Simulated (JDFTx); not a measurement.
# AlN (P6_3mc) in JDFTx: reference runs

Aim: a first look at AlN with PBEsol, on the cell as given.

All numbers are computed with JDFTx 1.7.0 (patched build); they aren't measurements. Logs are shortened: lines on timing, memory, paths and dates and some standing lists are left out, and cuts for length are marked. The log counts tension as positive stress, the text compression.

**What was measured.**

“Structural and optical properties of self-assembled AlN nanowires grown on SiO2/Si substrates by molecular beam epitaxy”, 2024, arxiv:2402.00216 quotes, for a bulk crystal of AlN at 0 K: band gap 6.0343 eV (an exciton energy, a little under the gap).

The runs below are set against these values where they give the same quantity.

## 1. The crystal as given

It takes space group P6_3mc (No. 186, hexagonal). Conventional cell: a = 3.113 Å, b = 3.113 Å, c = 4.981 Å, α = 90.00°, β = 90.00°, γ = 120.00°. Al (site symmetry 3m) is surrounded by 4 N at 1.89 Å. Around N (site symmetry 3m) lie 4 Al at 1.89 Å.

## 2. Single point, PBEsol

AlN.in

```
lattice \
    5.8827174260    -2.9413587130     0.0000000000 \
    0.0000000000     5.0945827342     0.0000000000 \
    0.0000000000     0.0000000000     9.4127258268
coords-type Lattice
ion Al     0.6666666667     0.3333333333     0.5000000000 1
ion Al     0.3333333333     0.6666666667     0.0000000000 1
ion N      0.6666666667     0.3333333333     0.8800000000 1
ion N      0.3333333333     0.6666666667     0.3800000000 1

ion-species pseudo/Al.upf
ion-species pseudo/N.upf
elec-cutoff 42 336
elec-ex-corr gga-PBEsol
kpoint-folding 10 10 6
elec-smearing Fermi 0.0018374661
elec-n-bands 14
electronic-SCF nIterations 100 energyDiffThreshold 1e-09
electronic-minimize nIterations 30 energyDiffThreshold 1e-7
converge-empty-states yes
forces-output-coords Cartesian

dump-name run.$VAR
dump End Ecomponents EigStats BandEigs Kpoints Forces Stress
```

Potentials or basis: PseudoDojo-SR-PBEsol-0.4.1-standard with smoothed tails.

Run with:

```bash
> jdftx -c 1 -i AlN.in -o AlN.out
```

What it wrote:

```text
*************** JDFTx 1.7.0 (patched build) ***************

Input parsed successfully to the following command list (including defaults):
[... the input with its defaults ...]

---------- Setting up symmetries ----------

Found 24 point-group symmetries of the bravais lattice
Found 12 space-group symmetries with basis
Applied RMS atom displacement 3.39639e-10 bohrs to make symmetries exact.

---------- Initializing the Grid ----------
R =
[      5.88272     -2.94136            0  ]
[            0      5.09458            0  ]
[            0            0      9.41273  ]
unit cell volume = 282.099
G =
[    1.06808   0.616654         -0  ]
[          0    1.23331          0  ]
[          0         -0    0.66752  ]
Minimum fftbox size, Smin = [  52  52  80  ]
Chosen fftbox size, S = [  54  54  80  ]

---------- Initializing tighter grid for wavefunction operations ----------
R =
[      5.88272     -2.94136            0  ]
[            0      5.09458            0  ]
[            0            0      9.41273  ]
unit cell volume = 282.099
G =
[    1.06808   0.616654         -0  ]
[          0    1.23331          0  ]
[          0         -0    0.66752  ]
Minimum fftbox size, Smin = [  36  36  56  ]
Chosen fftbox size, S = [  36  36  56  ]

---------- Exchange Correlation functional ----------
Initalized PBEsol GGA exchange.
Initalized PBEsol GGA correlation.

---------- Setting up pseudopotentials ----------
Width of ionic core gaussian charges (only for fluid interactions / plotting) set to 0

Reading pseudopotential file 'pseudo/Al.upf':
  'Al' pseudopotential, 'PBESOL' functional
  Generated using ONCVPSP code by D. R. Hamann
  3 valence electrons, 2 orbitals, 6 projectors, 1001 radial grid points, with lMax = 2
    3S    l: 0   occupation:  2.0   eigenvalue: -0.283523
    3P    l: 1   occupation:  1.0   eigenvalue: -0.098840
  Core radius for overlap checks: 1.74 bohrs.

Reading pseudopotential file 'pseudo/N.upf':
  'N' pseudopotential, 'PBESOL' functional
  Generated using ONCVPSP code by D. R. Hamann
  5 valence electrons, 2 orbitals, 4 projectors, 1001 radial grid points, with lMax = 1
    2S    l: 0   occupation:  2.0   eigenvalue: -0.678237
    2P    l: 1   occupation:  3.0   eigenvalue: -0.258576
  Core radius for overlap checks: 1.31 bohrs.

Initialized 2 species with 4 total atoms.

Folded 1 k-points by 10x10x6 to 600 k-points.

---------- Setting up k-points, bands, fillings ----------
Adding inversion symmetry to k-mesh for non-inversion-symmetric unit cell.
Reduced to 56 k-points under symmetry.
Computing the number of bands and number of electrons
Calculating initial fillings.
nElectrons:  16.000000   nBands: 14   nStates: 56

----- Setting up reduced wavefunction bases (one per k-point) -----
average nbasis = 3667.555 , ideal nbasis = 3667.499

---------- Setting up ewald sum ----------
Optimum gaussian width for ewald sums = 2.076670 bohr.
Real space sum over 1089 unit cells with max indices [  5  5  4  ]
Reciprocal space sum over 2873 terms with max indices [  6  6  8  ]

---------- Allocating electronic variables ----------
Initializing wave functions:  linear combination of atomic orbitals
Al pseudo-atom occupations:   s ( 2 )  p ( 1 )
N pseudo-atom occupations:   s ( 2 )  p ( 3 )
	FillingsUpdate:  mu: +0.521502945  nElectrons: 16.000000
LCAOMinimize: Iter:   0  F: -23.8624781886276658  |grad|_K:  9.303e-03  alpha:  1.000e+00
	FillingsUpdate:  mu: +0.407259845  nElectrons: 16.000000
LCAOMinimize: Iter:   1  F: -24.1686036293093238  |grad|_K:  7.052e-04  alpha:  3.826e-01  linmin: -6.957e-01  cgtest:  9.214e-01
LCAOMinimize: Encountered beta<0, resetting CG.
[... 5 lines of inner loops ...]
LCAOMinimize: Iter:   4  F: -24.1702131346932347  |grad|_K:  2.749e-07  alpha:  3.967e-01  linmin:  6.298e-05  cgtest:  1.199e-02
	FillingsUpdate:  mu: +0.399785330  nElectrons: 16.000000
LCAOMinimize: Iter:   5  F: -24.1702131352574661  |grad|_K:  2.674e-08  alpha:  9.221e-01  linmin: -3.910e-03  cgtest:  7.691e-03
LCAOMinimize: Converged (|Delta F|<1.000000e-06 for 2 iters).

-------- Electronic minimization -----------
Will mix electronic density at each iteration.
	FillingsUpdate:  mu: +0.399785330  nElectrons: 16.000000
	FillingsUpdate:  mu: +0.372358217  nElectrons: 16.000000
SCF: Cycle:  0   F: -24.306759896499155   dF: -1.365e-01   |Residual|: 1.227e-01   |deigs|: 5.745e-02
	FillingsUpdate:  mu: +0.300000000  nElectrons: 16.000000
SCF: Cycle:  1   F: -24.316990745698661   dF: -1.023e-02   |Residual|: 3.677e-02   |deigs|: 1.216e-02
	FillingsUpdate:  mu: +0.300000000  nElectrons: 16.000000
SCF: Cycle:  2   F: -24.317217919001006   dF: -2.272e-04   |Residual|: 1.368e-02   |deigs|: 7.615e-04
	FillingsUpdate:  mu: +0.300000000  nElectrons: 16.000000
SCF: Cycle:  3   F: -24.317261424483728   dF: -4.351e-05   |Residual|: 2.529e-03   |deigs|: 1.494e-03
	FillingsUpdate:  mu: +0.300000000  nElectrons: 16.000000
SCF: Cycle:  4   F: -24.317264827962561   dF: -3.403e-06   |Residual|: 1.395e-03   |deigs|: 2.759e-04
	FillingsUpdate:  mu: +0.300000000  nElectrons: 16.000000
SCF: Cycle:  5   F: -24.317266964345471   dF: -2.136e-06   |Residual|: 9.171e-05   |deigs|: 1.958e-04
	FillingsUpdate:  mu: +0.300000000  nElectrons: 16.000000
SCF: Cycle:  6   F: -24.317267299024959   dF: -3.347e-07   |Residual|: 1.051e-04   |deigs|: 8.807e-05
	FillingsUpdate:  mu: +0.300000000  nElectrons: 16.000000
SCF: Cycle:  7   F: -24.317267451905888   dF: -1.529e-07   |Residual|: 2.342e-05   |deigs|: 6.790e-05
	FillingsUpdate:  mu: +0.300000000  nElectrons: 16.000000
SCF: Cycle:  8   F: -24.317267492695777   dF: -4.079e-08   |Residual|: 9.989e-06   |deigs|: 6.006e-05
	FillingsUpdate:  mu: +0.300000000  nElectrons: 16.000000
SCF: Cycle:  9   F: -24.317267512660724   dF: -1.996e-08   |Residual|: 9.343e-06   |deigs|: 1.186e-04
	FillingsUpdate:  mu: +0.300000000  nElectrons: 16.000000
SCF: Cycle: 10   F: -24.317267517358843   dF: -4.698e-09   |Residual|: 4.811e-06   |deigs|: 1.072e-04
	FillingsUpdate:  mu: +0.300000000  nElectrons: 16.000000
SCF: Cycle: 11   F: -24.317267519576326   dF: -2.217e-09   |Residual|: 1.755e-06   |deigs|: 1.544e-04
	FillingsUpdate:  mu: +0.300000000  nElectrons: 16.000000
SCF: Cycle: 12   F: -24.317267520143780   dF: -5.675e-10   |Residual|: 1.001e-06   |deigs|: 1.412e-04
	FillingsUpdate:  mu: +0.300000000  nElectrons: 16.000000
SCF: Cycle: 13   F: -24.317267520397614   dF: -2.538e-10   |Residual|: 4.657e-07   |deigs|: 1.401e-04
SCF: Converged (|Delta E|<1.000000e-09 for 2 iters).

Setting wave functions to eigenvectors of Hamiltonian
Converging empty states (this may take a while):
EmptyStates: None of the convergence criteria satisfied.
|deigs|: 1.065e-03

# Stress tensor in Cartesian coordinates [Eh/a0^3]:
[  1.29084e-05            0            0  ]
[            0  1.29084e-05            0  ]
[            0            0 -3.93395e-05  ]

# Ionic positions in lattice coordinates:
ion Al   0.666666666666667   0.333333333333333   0.500000000000000 1
ion Al   0.333333333333333   0.666666666666667   0.000000000000000 1
ion N   0.666666666666667   0.333333333333333   0.880000000000000 1
ion N   0.333333333333333   0.666666666666667   0.380000000000000 1

# Forces in Cartesian coordinates:
force Al  -0.000000000000000  -0.000000000000000  -0.002567555883375 1
force Al  -0.000000000000000   0.000000000000000  -0.002567555883375 1
force N  -0.000000000000000  -0.000000000000000   0.002567960241823 1
force N  -0.000000000000000   0.000000000000000   0.002567960241823 1

# Energy components:
   Eewald =      -21.7432241418277208
       EH =        5.6118194102155812
     Eloc =      -15.9849038196187081
      Enl =       -1.3048436188885413
      Exc =       -8.4117893314188255
 Exc_core =        1.2125913806728226
       KE =       16.3030826004678282
-------------------------------------
     Etot =      -24.3172675203975608
       TS =        0.0000000000000537
-------------------------------------
        F =      -24.3172675203976141

IonicMinimize: Iter:   0  F: -24.317267520397614  |grad|_K:  1.482e-03
IonicMinimize: None of the convergence criteria satisfied after 0 iterations.

#--- Lowdin population analysis ---
# oxidation-state Al +1.061 +1.061
# oxidation-state N -0.999 -0.999

Dumping 'run.eigStats' ...
	eMin: -0.298398 at state 0 ( [ +0.000000 +0.000000 +0.000000 ] spin 0 )
	HOMO: +0.257655 at state 0 ( [ +0.000000 +0.000000 +0.000000 ] spin 0 )
	mu  : +0.300000
	LUMO: +0.409658 at state 0 ( [ +0.000000 +0.000000 +0.000000 ] spin 0 )
	eMax: +0.737559 at state 0 ( [ +0.000000 +0.000000 +0.000000 ] spin 0 )
	HOMO-LUMO gap: +0.152002
	Optical gap  : +0.152002 at state 0 ( [ +0.000000 +0.000000 +0.000000 ] spin 0 )
WARNING: the last solve of the electrons (or of bands or displaced states from it) ended unconverged.
Done!
[note: mu as printed may lie anywhere between the filled and the empty levels]
```

Wall time 4.7 min (1 thread of Arm Neoverse N1, shared host); peak memory 0.26 GiB.

What came out:

```
Free energy            : -661.7066 eV
Pressure               : 0.1 GPa
Largest force          : 0.132 eV/Å
Band gap on the k mesh : 4.14 eV, direct
Loewdin charges        : Al +1.06; N -1.00 e
```

Forces in eV/Å, atoms in the order of the input:
```
Al   0.000  0.000 -0.132
Al   0.000  0.000 -0.132
N    0.000  0.000  0.132
N    0.000  0.000  0.132
```

Stress tensor (GPa, compression positive):
```
-0.38  0.00  0.00
 0.00 -0.38  0.00
 0.00  0.00  1.16
```

Levels at points of the mesh, in eV from the valence-band top:
```
           k point  band 4  band 5  band 6  band 7  band 8  band 9
(0.00, 0.00, 0.00)   -0.84   -0.84   -0.18   -0.18    0.00    4.14
(0.00, 0.00, 0.50)   -3.35   -0.52   -0.52   -0.52   -0.52    6.38
(0.00, 0.50, 0.00)   -4.17   -3.37   -2.08   -1.80   -0.66    5.69
(0.00, 0.50, 0.50)   -5.63   -1.45   -1.45   -1.37   -1.37    5.20
```

Caveat: the empty levels aren't tightly converged.

## 3. Comparison with measurements

Step 2. A measured gap of AlN is 6.0343 eV (an exciton energy, a little under the gap; 0 K; quoted in “Structural and optical properties of self-assembled AlN nanowires grown on SiO2/Si substrates by molecular beam epitaxy”, 2024, arxiv:2402.00216); the calculated 4.14 eV misses it by -1.90 eV. 2 values of this kind are on record (6.034 to 6.0343 eV); this one was drawn at random. The value is that of PBEsol on a finite k mesh, which can miss the band edges, without temperature or zero-point motion. Semilocal functionals fall short of measured gaps as a rule.
